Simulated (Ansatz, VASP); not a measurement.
## AlCo: VASP beside Ansatz

The input INCAR:

```
SYSTEM = AlCo
  PREC = Accurate
  ENCUT = 520
  EDIFF = 1E-6
  ISMEAR = -1
  SIGMA = 0.05
  LREAL = .False.
  LASPH = .True.
  NELM = 100
  ALGO = Normal
  ISIF = 2
  LWAVE = .False.
  LCHARG = .True.
  GGA = PE
  LELF = .True.
  LVHAR = .True.
  NBANDS = 20
```

File KPOINTS:

```
Automatic mesh
0
Gamma
  10 10 6
  0 0 0
```

POSCAR

```
AlCo
1.0
    2.7294172933      0.0000000000      0.0000000000
   -1.3647086466      2.3637447135      0.0000000000
    0.0000000000      0.0000000000      7.5731822471
Co Al
2 2
Direct
    0.0000000000      0.0000000000      0.0000000000
    0.0000000000      0.0000000000      0.5000000000
    0.3333333333      0.6666666667      0.2500000000
    0.6666666667      0.3333333333      0.7500000000
```

Input for Ansatz:

```yaml
crystal:
  lattice:
    - [2.7294172933, 0.0, 0.0]
    - [-1.3647086466, 2.3637447135, 0.0]
    - [0.0, 0.0, 7.5731822471]
  atoms:
    - { symbol: Co, position: [0.0, 0.0, 0.0] }
    - { symbol: Co, position: [0.0, 0.0, 0.5] }
    - { symbol: Al, position: [0.3333333333, 0.6666666667, 0.25] }
    - { symbol: Al, position: [0.6666666667, 0.3333333333, 0.75] }
kpoints:
  mp_grid: { grid: [10, 10, 6] }
  band_path:
    path:
      - [0.0, 0.0, 0.0]
      - [0.5, 0.0, 0.0]
      - [0.3333333333, 0.3333333333, 0.0]
      - [0.0, 0.0, 0.0]
      - [0.0, 0.0, 0.5]
      - [0.5, 0.0, 0.5]
      - [0.3333333333, 0.3333333333, 0.5]
      - [0.0, 0.0, 0.5]
      - [0.5, 0.0, 0.5]
    npoints: 8
scf:
  occupations: { method: fermi_dirac, width: 0.05 }
hamiltonian:
  xc: pbe
  pseudopotentials: { kind: paw }
output:
  forces: true
  stress: true
  eigenvalues: true
  populations: true
  dos: { projected: true, de: 0.2, e_range: [-14, 8] }
```

Change from the starting cell: volume scaled by 1, PAW files.

Alike in both runs: task single point; functional PBE; k mesh 10 × 10 × 6; occupations fermi-dirac, width 0.05 eV; no spin polarisation.

|  | VASP | Ansatz |
| --- | --- | --- |
| version | VASP 6.6.1 | Ansatz 0.2.0 |
| potentials or method | VASP PAW PBE potentials, release 64 (Co, Al) | PAW with Ansatz's default frozen-core files, scalar-relativistic |
| plane-wave cutoff (eV) | 520 | 420 |
| valence electrons in the cell | 24 | 40 |

|  | VASP | Ansatz | Ansatz less VASP |
| --- | --- | --- | --- |
| pressure (GPa) | 0.0 | 0.0 | +0.03 |
| largest component of the traceless stress (GPa) | 0.30 | 0.00 | -0.296 |

The two sets of potentials don't hold the same shells in valence.

Spin polarisation is off, so any magnetic state and its effect on volume and gap are missing.
